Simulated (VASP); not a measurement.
# MoS2 (R-3m) in VASP: notebook

Runs on MoS2. Level: PBEsol. Tasks: single point.

Everything below comes from runs of VASP 6.6.1. Logs are shortened: lines on timing, memory, paths and dates and some standing lists are left out, and cuts for length are marked.

## Step 1: The structure

It takes space group R-3m (No. 166, trigonal). The conventional cell has a = 3.171 Å, b = 3.171 Å, c = 18.345 Å, α = 90.00°, β = 90.00°, γ = 120.00°. Mo (site symmetry -3m) is surrounded by 6 S at 2.39 Å. S (site symmetry 3m) is surrounded by 3 Mo at 2.39 Å.

Measurements of this composition are mostly on another form, of space group No. 194.

## Step 2: Single point, PBEsol, spin-orbit coupling, no magnetisation

Input file INCAR:

```
PREC = Accurate
ENCUT = 500
EDIFF = 1E-7
ISMEAR = 0
SIGMA = 0.02
LREAL = F
LASPH = T
NELM = 100
ALGO = Normal
ISIF = 2
LWAVE = F
LCHARG = F
MAGMOM = 0 0 0 0 0 0 0 0 0
LORBIT = 11
LSORBIT = T
GGA_COMPAT = F
LMAXMIX = 4
GGA = PS
NBANDS = 42
```

Input file KPOINTS:

```
regular mesh
0
Gamma
  6 6 6
```

Input file POSCAR:

```
MoS2
1.0
    1.5855000000      0.9153888518      6.1149966667
   -1.5855000000      0.9153888518      6.1149966667
    0.0000000000     -1.8307777036      6.1149966667
Mo S
1 2
Direct
    0.0000000000      0.0000000000      0.0000000000
    0.2500000000      0.2500000000      0.2500000000
    0.7500000000      0.7500000000      0.7500000000
```

Potentials or basis: VASP PAW PBE potentials, release 64 (Mo_sv, S).

Run with:

```sh
$ cat potpaw_PBE.64/Mo_sv/POTCAR potpaw_PBE.64/S/POTCAR > POTCAR
$ mpirun -np 1 vasp_ncl > vasp.out
```

OUTCAR:

```text
PREC = Accurate
   ENCUT = 500
   EDIFF = 1E-7
   ISMEAR = 0
   LREAL = F
   LASPH = T
   NELM = 100
   ISIF = 2
   LORBIT = 11
   LSORBIT = T
   GGA = PS

 Found     32 irreducible k-points:

 Following reciprocal coordinates:
            Coordinates               Weight
  0.000000  0.000000  0.000000      1.000000
  0.166667  0.000000  0.000000      6.000000
  0.333333 -0.000000  0.000000      6.000000
  0.500000  0.000000  0.000000      3.000000
  0.166667  0.166667  0.000000      6.000000
  0.333333  0.166667  0.000000     12.000000
   k-points           NKPTS =     32   k-points in BZ     NKDIM =     32   number of bands    NBANDS=     42
   number of dos      NEDOS =    301   number of ions     NIONS =      3
   total plane-waves  NPLWV = 110592
   dimension x,y,z NGX =    48 NGY =   48 NGZ =   48
   dimension x,y,z NGXF=    96 NGYF=   96 NGZF=   96
   ions per type =               1   2
   NGX,Y,Z   is equivalent  to a cutoff of  12.50, 12.50, 12.50 a.u.
   NGXF,Y,Z  is equivalent  to a cutoff of  25.00, 25.00, 25.00 a.u.
 SYSTEM =  unknown system
   PREC   = accura    normal or accurate (medium, high low for compatibility)
   ISTART =      0    job   : 0-new  1-cont  2-samecut
   ICHARG =      2    charge: 1-file 2-atom 10-const
   ISPIN  =      1    spin polarized calculation?
   LNONCOLLINEAR =      T non collinear calculations
   LSORBIT =      T    spin-orbit coupling
   LASPH  =      T    aspherical Exc in radial PAW
   ENCUT  =  500.0 eV  36.75 Ry    6.06 a.u.  11.64 11.64 11.64*2*pi/ulx,y,z
   NELM   =    100;   NELMIN=  2; NELMDL= -5     # of ELM steps
   EDIFF  = 0.1E-06   stopping-criterion for ELM
   LREAL  =      F    real-space projection
[... 7 lines left out ...]
   TEBEG  =    0.0;   TEEND  =   0.0 temperature during run
   PSTRESS=    0.0 pullay stress
   NELECT =      26.0000    total number of electrons
   NUPDOWN=      -1.0000    fix difference up-down
   EMIN   =  10.00;   EMAX   =-10.00  energy-range for DOS
   EFERMI =   0.00;   METHOD = LEGACY
   ISMEAR =     0;   SIGMA  =   0.02  broadening in eV -4-tet -1-fermi 0-gaus
   EFERMI_NEDOS =   21; number of points for ismear=-14 and -15
   IALGO  =     38    algorithm
   IMIX   =      4    mixing-type and parameters
     AMIX     =   0.40;   BMIX     =  1.00
     AMIX_MAG =   1.60;   BMIX_MAG =  1.00
  volume/ion in A,a.u.               =      17.75       119.78
  Fermi-wavevector in a.u.,A,eV,Ry     =   1.289118  2.436081 22.610522  1.661826
  Thomas-Fermi vector in A             =   2.421031
   LORBIT       =     11    0 simple, 1 ext, 2 COOP (PROOUT), +10 PAW based schemes
   GGA     = PS    functional components
   LHFCALC =     F    Hartree Fock is set to
   AEXX    =    0.0000 exact exchange contribution
   IVDW    =     0    specifies the selected vdW correction
   LEPSILON=     F    determine dielectric tensor
   LRPA    =     F    only Hartree local field effects (RPA)
 Gauss-broadening in eV      SIGMA  =   0.02
  energy-cutoff  :      500.00
  volume of cell :       53.25
 maximum number of plane-waves:      2732
 NGX is ok and might be reduce to    48
   NGX = 23   NGY = 23   NGZ = 23

 number of electron      26.0000000 magnetization       0.0000000      0.0000000      0.0000000

 number of electron      25.9999998 magnetization       0.0000000      0.0000000     -0.0000000

 number of electron      25.9999998 magnetization      -0.0000000     -0.0000000      0.0000000

 Free energy of the ion-electron system (eV)
  ---------------------------------------------------
  ext. energy  EPLUGINS =         0.00000000
  ---------------------------------------------------
  free energy    TOTEN  =       -22.72519595 eV

  energy without entropy =      -22.72495312  energy(sigma->0) =      -22.72507454

 E-fermi :   7.5421     XC(G=0): -11.0015

 val. band max:        7.5263518452   @ k =   0.0000   0.0000   0.0000
 cond. band min:       7.5545114244   @ k =  -0.3333   0.5000   0.3333
 fundamental gap:      0.0281595792
 Fermi energy:         7.5420722811

 k-point     1 :       0.0000    0.0000    0.0000
  band No.  band energies     occupation
      1     -54.0083      1.00000
      2     -54.0083      1.00000
      3     -29.6913      1.00000
      4     -29.6913      1.00000
      5     -27.3002      1.00000
      6     -27.3002      1.00000
[... 30 lines left out ...]
     37      14.3240      0.00000
     38      14.3240      0.00000

 k-point     2 :       0.1667    0.0000    0.0000
  band No.  band energies     occupation
      1     -53.9981      1.00000
      2     -53.9981      1.00000
      3     -29.7210      1.00000
      4     -29.7210      1.00000
      5     -27.3291      1.00000
      6     -27.3291      1.00000
[... 30 lines left out ...]
     37      15.4141      0.00000
     38      15.4141      0.00000

 k-point     3 :       0.3333   -0.0000    0.0000
  band No.  band energies     occupation
      1     -53.9777      1.00000
      2     -53.9777      1.00000
      3     -29.7851      1.00000
      4     -29.7851      1.00000
      5     -27.4640      1.00000
      6     -27.4640      1.00000
[... 30 lines left out ...]
     37      15.1202      0.00000
     38      15.1202      0.00000

 k-point     4 :       0.5000    0.0000    0.0000
  band No.  band energies     occupation
      1     -53.9675      1.00000
      2     -53.9675      1.00000
      3     -29.8194      1.00000
      4     -29.8194      1.00000
      5     -27.5317      1.00000
      6     -27.5317      1.00000
[... 30 lines left out ...]
     37      14.5677      0.00000
     38      14.5677      0.00000

 k-point     5 :       0.1667    0.1667    0.0000
  band No.  band energies     occupation
      1     -53.9981      1.00000
      2     -53.9981      1.00000
      3     -29.7210      1.00000
      4     -29.7210      1.00000
      5     -27.3291      1.00000
      6     -27.3291      1.00000
[... 30 lines left out ...]
     37      15.5103      0.00000
     38      15.5103      0.00000

 k-point     6 :       0.3333    0.1667    0.0000
  band No.  band energies     occupation
      1     -53.9828      1.00000
      2     -53.9828      1.00000
      3     -29.7678      1.00000
      4     -29.7678      1.00000
      5     -27.4211      1.00000
      6     -27.4211      1.00000
[... 30 lines left out ...]
     37      16.2274      0.00000
     38      16.2274      0.00000

 [... further k-points ...]

 [bands above 38 left out]

------------------------ aborting loop because EDIFF is reached ----------------------------------------

  FORCE on cell =-STRESS in cart. coord.  units (eV):
  Direction    XX          YY          ZZ          XY          YZ          ZX
  --------------------------------------------------------------------------------------
  -------------------------------------------------------------------------------------
  Total        0.4855011      0.4855011      1.9417805      0.0000000      0.0000000      0.0000000
  in kB       14.6076877     14.6076877     58.4240118      0.0000000      0.0000000      0.0000000
  external PRESSURE =      29.2131291 kB  Pullay stress =       0.0000000 kB

 VOLUME and BASIS-vectors are now :
 -----------------------------------------------------------------------------
  energy-cutoff  :      500.00
  volume of cell :       53.25
      direct lattice vectors                 reciprocal lattice vectors
     1.585500000  0.915388852  6.114996667     0.315357931  0.182071986  0.054510796
    -1.585500000  0.915388852  6.114996667    -0.315357931  0.182071986  0.054510796
     0.000000000 -1.830777704  6.114996667     0.000000000 -0.364143973  0.054510796

 POSITION                                       TOTAL-FORCE (eV/Angst)
 -----------------------------------------------------------------------------------
      0.00000      0.00000      0.00000         0.000000      0.000000      0.000000
      0.00000      0.00000      4.58625         0.000000     -0.000000     -0.698572
      0.00000      0.00000     13.75874         0.000000      0.000000      0.698572
 -----------------------------------------------------------------------------------
    total drift:                               -0.000000     -0.000000      0.000000

  FREE ENERGIE OF THE ION-ELECTRON SYSTEM (eV)
  ---------------------------------------------------
  free  energy   TOTEN  =       -22.7251959471 eV

  energy  without entropy=      -22.7249531237  energy(sigma->0) =      -22.72507454

 Spin-Orbit-Coupling matrix elements

 Ion:    1  E_soc:     -0.1950340
 l=   1
     0.0000000    -0.0295302    -0.0294134
    -0.0295302     0.0000000    -0.0295302
    -0.0294134    -0.0295302     0.0000000
 l=   2
     0.0000000    -0.0005184     0.0000000    -0.0005184    -0.0026788
    -0.0005184     0.0000000    -0.0019387    -0.0004133    -0.0005184
     0.0000000    -0.0019387     0.0000000    -0.0019387     0.0000000
    -0.0005184    -0.0004133    -0.0019387     0.0000000    -0.0005184
    -0.0026788    -0.0005184     0.0000000    -0.0005184     0.0000000
 l=   3
     0.0000000     0.0000000     0.0000000     0.0000000     0.0000000     0.0000000     0.0000000
     0.0000000     0.0000000     0.0000000     0.0000000     0.0000000     0.0000000     0.0000000
     0.0000000     0.0000000     0.0000000     0.0000000     0.0000000     0.0000000     0.0000000
     0.0000000     0.0000000     0.0000000     0.0000000     0.0000000     0.0000000     0.0000000
     0.0000000     0.0000000     0.0000000     0.0000000     0.0000000     0.0000000     0.0000000
     0.0000000     0.0000000     0.0000000     0.0000000     0.0000000     0.0000000     0.0000000
     0.0000000     0.0000000     0.0000000     0.0000000     0.0000000     0.0000000     0.0000000

 Ion:    2  E_soc:     -0.0024871
 l=   1
     0.0000000    -0.0004190    -0.0004054
    -0.0004190     0.0000000    -0.0004190
    -0.0004054    -0.0004190     0.0000000
 l=   2
     0.0000000     0.0000000     0.0000000     0.0000000     0.0000000
     0.0000000     0.0000000     0.0000000     0.0000000     0.0000000
     0.0000000     0.0000000     0.0000000     0.0000000     0.0000000
     0.0000000     0.0000000     0.0000000     0.0000000     0.0000000
     0.0000000     0.0000000     0.0000000     0.0000000     0.0000000
 l=   3
     0.0000000     0.0000000     0.0000000     0.0000000     0.0000000     0.0000000     0.0000000
     0.0000000     0.0000000     0.0000000     0.0000000     0.0000000     0.0000000     0.0000000
     0.0000000     0.0000000     0.0000000     0.0000000     0.0000000     0.0000000     0.0000000
     0.0000000     0.0000000     0.0000000     0.0000000     0.0000000     0.0000000     0.0000000
     0.0000000     0.0000000     0.0000000     0.0000000     0.0000000     0.0000000     0.0000000
     0.0000000     0.0000000     0.0000000     0.0000000     0.0000000     0.0000000     0.0000000
     0.0000000     0.0000000     0.0000000     0.0000000     0.0000000     0.0000000     0.0000000

 Ion:    3  E_soc:     -0.0024871
 l=   1
     0.0000000    -0.0004190    -0.0004054
    -0.0004190     0.0000000    -0.0004190
    -0.0004054    -0.0004190     0.0000000
 l=   2
     0.0000000     0.0000000     0.0000000     0.0000000     0.0000000
     0.0000000     0.0000000     0.0000000     0.0000000     0.0000000
     0.0000000     0.0000000     0.0000000     0.0000000     0.0000000
     0.0000000     0.0000000     0.0000000     0.0000000     0.0000000
     0.0000000     0.0000000     0.0000000     0.0000000     0.0000000
 l=   3
     0.0000000     0.0000000     0.0000000     0.0000000     0.0000000     0.0000000     0.0000000
     0.0000000     0.0000000     0.0000000     0.0000000     0.0000000     0.0000000     0.0000000
     0.0000000     0.0000000     0.0000000     0.0000000     0.0000000     0.0000000     0.0000000
     0.0000000     0.0000000     0.0000000     0.0000000     0.0000000     0.0000000     0.0000000
     0.0000000     0.0000000     0.0000000     0.0000000     0.0000000     0.0000000     0.0000000
     0.0000000     0.0000000     0.0000000     0.0000000     0.0000000     0.0000000     0.0000000
     0.0000000     0.0000000     0.0000000     0.0000000     0.0000000     0.0000000     0.0000000

 total charge

# of ion       s       p       d       tot
------------------------------------------
    1        2.307   6.237   3.967  12.511
    2        1.359   2.324   0.000   3.684
    3        1.359   2.324   0.000   3.684
--------------------------------------------------
tot          5.026  10.886   3.967  19.878

 magnetization (x)

# of ion       s       p       d       tot
------------------------------------------
    1        0.000   0.000  -0.000  -0.000
    2        0.000  -0.000   0.000  -0.000
    3        0.000  -0.000   0.000  -0.000
--------------------------------------------------
tot          0.000  -0.000  -0.000  -0.000

 magnetization (y)

# of ion       s       p       d       tot
------------------------------------------
    1        0.000   0.000   0.000   0.000
    2        0.000   0.000   0.000   0.000
    3       -0.000   0.000   0.000  -0.000
--------------------------------------------------
tot         -0.000   0.000   0.000  -0.000

 magnetization (z)

# of ion       s       p       d       tot
------------------------------------------
    1        0.000   0.000   0.000   0.000
    2        0.000   0.000   0.000   0.000
    3        0.000   0.000   0.000   0.000
--------------------------------------------------
tot          0.000   0.000   0.000   0.000
```

Wall time 4.5 min (1 thread of Intel Xeon 6975P-C (Granite Rapids), shared host); peak memory 0.76 GiB.

These settings aren't checked as converged: the numbers below hold their error.

Results:

| Property | Result |
| --- | --- |
| Free energy | -22.7252 eV |
| Pressure | 2.9 GPa |
| Largest force | 0.699 eV/Å |
| Valence electrons inside the program's atomic spheres | Mo 12.51; S 3.68 |

Caveat: the k mesh is coarse (spacing up to 0.39 Å⁻¹), so the values aren't converged; the PAW data sets were made with another functional, which shifts forces and pressure a little; the cell's inner coordinates are idealised or old, which leaves forces on the atoms.

## Step 3: Single point, PBEsol, spin-orbit coupling, no magnetisation

Edit INCAR of step 2 so:

```diff
@@ -1,3 +1,3 @@
 PREC = Accurate
-ENCUT = 500
+ENCUT = 600
 EDIFF = 1E-7
```

KPOINTS is that of step 2.

POSCAR is that of step 2.

Potentials or basis: VASP PAW PBE potentials, release 64 (Mo_sv, S).

Run with:

```sh
$ cat potpaw_PBE.64/Mo_sv/POTCAR potpaw_PBE.64/S/POTCAR > POTCAR
$ mpirun -np 1 vasp_ncl > vasp.out
```

Wall time 7.6 min (1 thread of Intel Xeon 6975P-C (Granite Rapids), shared host); peak memory 0.94 GiB.

These settings aren't checked as converged: the numbers below hold their error.

Results:

* Free energy: -22.7262 eV
* Pressure: 2.9 GPa
* Largest force: 0.698 eV/Å
* Valence electrons inside the program's atomic spheres: Mo 12.51; S 3.68

Caveat: the k mesh is coarse (spacing up to 0.39 Å⁻¹), so the values aren't converged; the PAW data sets were made with another functional, which shifts forces and pressure a little; the cell's inner coordinates are idealised or old, which leaves forces on the atoms.
